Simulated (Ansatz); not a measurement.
# HfO2: response to strain

Aim: deform HfO2 (zz strain of +2 %) and compute stress, forces and field gradients with LAPW, PAW and all-electron datasets made for the crystal.

Computed with Ansatz 0.2.0 (DFT PBE, scalar-relativistic, unless a step's input says otherwise).

## (1) The starting structure

It takes space group Fm-3m (No. 225, cubic). Conventional cell: a = 5.115 Å, b = 5.115 Å, c = 5.115 Å, α = 90.00°, β = 90.00°, γ = 90.00°. Around Hf (site symmetry m-3m) lie 8 O at 2.21 Å. O (site symmetry -43m) has 4 Hf at 2.21 Å as nearest neighbours.

Structure file:

```
CELL_PARAMETERS angstrom
0.00000 2.55750 2.55750
2.55750 0.00000 2.55750
2.55750 2.55750 0.00000
ATOMIC_POSITIONS crystal
Hf 0.00000 0.00000 0.00000
O 0.25000 0.25000 0.25000
O 0.75000 0.75000 0.75000
```

Atoms are numbered in the order of the input: Hf1, O2, O3.

## (2) After the deformation

Space group Fm-3m before, I4/mmm after.

## (3) All-electron LAPW

Input file input.yaml:

```yaml
crystal:
  lattice:
    - [0.0, 2.5575, 2.60865]
    - [2.5575, 0.0, 2.60865]
    - [2.5575, 2.5575, 0.0]
  atoms:
    - { symbol: Hf, position: [0.0, 0.0, 0.0] }
    - { symbol: O, position: [0.25, 0.25, 0.25] }
    - { symbol: O, position: [0.75, 0.75, 0.75] }
kpoints:
  mp_grid: { grid: [9, 9, 9] }
  band_path:
    path:
      - [0.0, 0.0, 0.0]
      - [0.0, 0.5, 0.5]
      - [0.25, 0.75, 0.5]
      - [0.0, 0.5, 0.0]
      - [0.0, 0.0, 0.0]
      - [0.5, 0.5, 0.0]
      - [0.3701460977, 0.6298539023, 0.0]
      - [-0.3701460977, 0.3701460977, 0.0]
      - [0.0, 0.0, 0.0]
    npoints: 5
scf:
  occupations: { method: fermi_dirac, width: 0.01 }
hamiltonian:
  xc: pbe
  pseudopotentials: { kind: all_electron, lapw: { basis_error: 0.001 } }
output:
  forces: true
  stress: true
  eigenvalues: true
```

Launch:

```bash
$ ansatz run input.yaml --threads 1 --pin off --max-ram 4096MiB --backend cpu --events-out ev --progress --plain --runs-dir out
```

What it wrote, cut to the lines that bear on the results:

```text
LAPW: plane waves up to 9.799 Å⁻¹, error target 1.0e-3 eV per atom; small_component_spin mean_spin; O in spheres of 0.959 Å, 8 of its electrons in bands, Dirac shells []; Hf in spheres of 1.271 Å, 42 of its electrons in bands, Dirac shells []
[...]
Pseudopotentials: kind: all_electron
Pseudopotential: Hf, LAPW, valence charge 42, Koelling and Harmon's equation, gaussian nucleus
Pseudopotential: O, LAPW, valence charge 8, Koelling and Harmon's equation, gaussian nucleus
Functional definition: PBE
[...]
Crystal: 3 atoms, lattice volume = 34.125 Å³
Basis set: ecut = 365.8200340133577 eV, 533 PW (Γ), exchange–correlation at level 2
Bands: 35, of which v1, the nominal top of the filled ones, is band 29 counted from 1 (28 counted from 0)
Symmetry: 16 space group operations
Space group: I4/mmm (ITA 139), of the structure as read, at distance tolerance 3.2e-5 Å
k-points: 75 of 729
[...]
SCF iter   1: F=—  HF=-414356.383824 eV  |F-HF|=—  |Δ(HF+E_count)|=         —  Δρ=1.39e-1  dr2=7.72e0  ethr=1.33e-2  ⟨swp⟩=2.0  Hψ=16231  notcnv=0
[...]
the basis was enlarged: its passes take 511.9 KiB over the memory plan, 1 of 1 planned eigensolver slots
[...]
SCF iter   9: F=-414352.145875 eV  HF=-414352.145875 eV  |F-HF|=6.39e-8  |Δ(HF+E_count)|=   2.75e-7  Δρ=1.12e-5  dr2=5.80e-8  ethr=2.79e-9  ⟨swp⟩=2.5  Hψ=7911  notcnv=0
[...]
NSCF: frozen V_eff on 41 k-points
SCF converged after 9 iterations
Free energy (F): -414352.145875 eV
[...]
E sigma→0 (E₀):  -414352.145875 eV
Fermi energy:    17.223735 eV
[...]
--- Forces (eV/Å), atoms counted from 1 ---
  atom   1  Hf     0.00000000     0.00000000    -0.00000000
  atom   2  O      0.00000000     0.00000000     0.00000000
  atom   3  O     -0.00000000    -0.00000000     0.00000000
[...]
--- Stress (GPa, compression-positive) ---
       -4.041845       0.000000       0.000000
        0.000000      -4.041845       0.000000
        0.000000       0.000000     -12.662039
  P = ⅓ Tr σ = -6.9152 GPa (-69.152 kbar)
--- Band table (eV; the first three rows and the last of 75) ---
[...]
```

Wall time 40 s (1 thread of Intel Xeon Platinum 8375C at 2.90GHz (Ice Lake), shared host); peak memory 0.54 GiB.

This run gives: pressure -6.92 GPa; gap 3.58 eV.

## (4) Frozen-core PAW

Input file input.yaml:

```yaml
crystal:
  lattice:
    - [0.0, 2.5575, 2.60865]
    - [2.5575, 0.0, 2.60865]
    - [2.5575, 2.5575, 0.0]
  atoms:
    - { symbol: Hf, position: [0.0, 0.0, 0.0] }
    - { symbol: O, position: [0.25, 0.25, 0.25] }
    - { symbol: O, position: [0.75, 0.75, 0.75] }
kpoints:
  mp_grid: { grid: [9, 9, 9] }
scf:
  occupations: { method: fermi_dirac, width: 0.01 }
hamiltonian:
  xc: pbe
  pseudopotentials: { kind: paw }
output:
  forces: true
  stress: true
  eigenvalues: true
  efg: { contact_densities: true }
```

Launch:

```bash
$ ansatz run input.yaml --threads 1 --pin off --max-ram 4096MiB --backend cpu --events-out ev --progress --plain --runs-dir out
```

What it wrote, cut to the lines that bear on the results:

```text
Hf: output.efg is read without spin–orbit coupling, which moves field gradients at and beside such atoms by some per cent and up to a factor of two; PAW files take it under magnetization.noncollinear and magnetization.spin_orbit
[...]
Pseudopotentials: kind: paw
Pseudopotential: Hf, paw, valence charge 26, recommended cutoff 420 eV (normal)
Pseudopotential: O, paw, valence charge 6, recommended cutoff 420 eV (normal)
[... 1 set-up line as earlier in the session ...]
[...]
Crystal: 3 atoms, lattice volume = 34.125 Å³
Basis set: ecut = 420 eV, 645 PW (Γ), exchange–correlation on 50×50×50 points (8 copies of the dense FFT grid, shifted against one another)
Bands: 23, of which v1, the nominal top of the filled ones, is band 19 counted from 1 (18 counted from 0)
[... 2 set-up lines as earlier in the session ...]
k-points: 75 of 729
[...]
  atom   2  O      0.00000000     0.00000000     0.00000000
  atom   3  O     -0.00000000     0.00000000     0.00000000
[...]
--- Stress (GPa, compression-positive) ---
       -4.040323       0.000000       0.000000
        0.000000      -4.040323       0.000000
        0.000000       0.000000     -12.659479
  P = ⅓ Tr σ = -6.9134 GPa (-69.134 kbar)
--- PAW observables at the nuclei: V_zz in 10²¹ V/m², potentials from the cell's mean, atoms counted from 1 ---
  atom   1  Hf V_zz =    -2.360156   η = 0.0000   by run symmetry: allowed
            electrostatic potential = -14179.466842 V   contact ρ = 7528556.552327 e/Å³
  atom   2  O  V_zz =    +0.698470   η = 0.0000   by run symmetry: allowed
            electrostatic potential = -630.899541 V   contact ρ = 2156.513527 e/Å³
  atom   3  O  V_zz =    +0.698470   η = 0.0000   by run symmetry: allowed
            electrostatic potential = -630.899541 V   contact ρ = 2156.513527 e/Å³
--- Band table (eV; the first three rows and the last of 75) ---
[... band rows left out ...]
[...]
```

It took 5.2 s on 1 thread of Intel Xeon Platinum 8375C at 2.90GHz (Ice Lake), shared host; peak memory 0.44 GiB.

In short: pressure -6.91 GPa; gap on the k mesh 3.64 eV (an odd mesh misses the zone boundary); Vzz Hf1 -2.36 (η = 0.00), O2 0.70 (η = 0.00) (10²¹ V/m²).

## (5) Datasets made for this crystal

Changes to input.yaml since step 4:

```diff
@@ -15,3 +15,3 @@
   xc: pbe
-  pseudopotentials: { kind: paw }
+  pseudopotentials: { kind: all_electron, datasets: crystal }
 output:
```

Launch:

```bash
$ ansatz run input.yaml --threads 1 --pin off --max-ram 4096MiB --backend cpu --events-out ev --progress --plain --runs-dir out
```

What it wrote, cut to the lines that bear on the results:

```text
[...]
Hf: output.efg is read without spin–orbit coupling, which moves field gradients at and beside such atoms by some per cent and up to a factor of two; PAW files take it under magnetization.noncollinear and magnetization.spin_orbit
[...]
[... 1 set-up line as earlier in the session ...]
Pseudopotential: Hf, paw, valence charge 26, recommended cutoff 440 eV (normal), Koelling and Harmon's equation, gaussian nucleus
Pseudopotential: O, paw, valence charge 6, recommended cutoff 440 eV (normal), Koelling and Harmon's equation, gaussian nucleus
[... 1 set-up line as earlier in the session ...]
[...]
Crystal: 3 atoms, lattice volume = 34.125 Å³
Basis set: ecut = 440 eV, 725 PW (Γ), exchange–correlation on 50×50×50 points (8 copies of the dense FFT grid, shifted against one another)
Bands: 23, of which v1, the nominal top of the filled ones, is band 19 counted from 1 (18 counted from 0)
[... 1 set-up line as earlier in the session ...]
[...]
       -4.043728       0.000000       0.000000
        0.000000      -4.043728       0.000000
        0.000000       0.000000     -12.663480
  P = ⅓ Tr σ = -6.9170 GPa (-69.170 kbar)
--- PAW observables at the nuclei: V_zz in 10²¹ V/m², potentials from the cell's mean, atoms counted from 1 ---
  atom   1  Hf V_zz =    -2.333017   η = 0.0000   by run symmetry: allowed
            electrostatic potential = -14179.352450 V   contact ρ = 7525151.484022 e/Å³
  atom   2  O  V_zz =    +0.690029   η = 0.0000   by run symmetry: allowed
            electrostatic potential = -630.932528 V   contact ρ = 2157.040877 e/Å³
  atom   3  O  V_zz =    +0.690029   η = 0.0000   by run symmetry: allowed
            electrostatic potential = -630.932528 V   contact ρ = 2157.040877 e/Å³
--- Band table (eV; the first three rows and the last of 75) ---
  k-point 0: bands = ["-45.8766", "-14.3941", "-14.3941", "-14.3788", "-3.1070", "-0.4532", "4.1906", "4.1906", "4.1932", "4.2483", "4.2487", "4.2487", "4.4350", "10.2665", "10.2665", "10.2839", "14.6190", "14.8690", "14.8690", "19.0289"]
[...]
```

It took 21 s on 1 thread of Intel Xeon Platinum 8375C at 2.90GHz (Ice Lake), shared host; peak memory 0.7 GiB.

Read from it: pressure -6.92 GPa; gap on the k mesh 3.63 eV (an odd mesh misses the zone boundary); Vzz Hf1 -2.33 (η = 0.00), O2 0.69 (η = 0.00) (10²¹ V/m²).

## (6) Side by side

Stress (GPa, compression positive):

```csv
method,xx,yy,zz,yz,xz,xy
LAPW,-4.04,-4.04,-12.66,0.00,0.00,0.00
PAW,-4.04,-4.04,-12.66,0.00,0.00,0.00
crystal datasets,-4.04,-4.04,-12.66,0.00,0.00,0.00
```

```
          method  pressure (GPa)  gap on the k mesh (eV)  Vzz Hf1 (10²¹ V/m²)  Vzz O2 (10²¹ V/m²)  SCF cycles, all passes
            LAPW           -6.92                    3.63                    –                   –                       9
             PAW           -6.91                    3.64                -2.36                0.70                       6
crystal datasets           -6.92                    3.63                -2.33                0.69                      11
```

## (7) What came out

| quantity | value |
| --- | --- |
| pressure | LAPW -6.92, PAW -6.91, crystal datasets -6.92 GPa |
| largest shear or deviatoric stress (LAPW) | 5.75 GPa |

**Reading.** The largest part of the stress beyond the pressure is 5.75 GPa in size, in the zz component; the atoms are carried along and not relaxed. No run of the undeformed cell stands beside it, so the pressure holds what the given cell had before the change. PAW: stress within 0.01 GPa of LAPW. Crystal datasets: stress within 0.01 GPa of LAPW. Spin-orbit coupling is left out, though the cell holds Hf; in elements this heavy it can shift bands and gaps by tenths of an eV.

The gaps are Kohn-Sham values of a semilocal functional, not quasiparticle or optical gaps. Such gaps usually fall short of the measured ones.
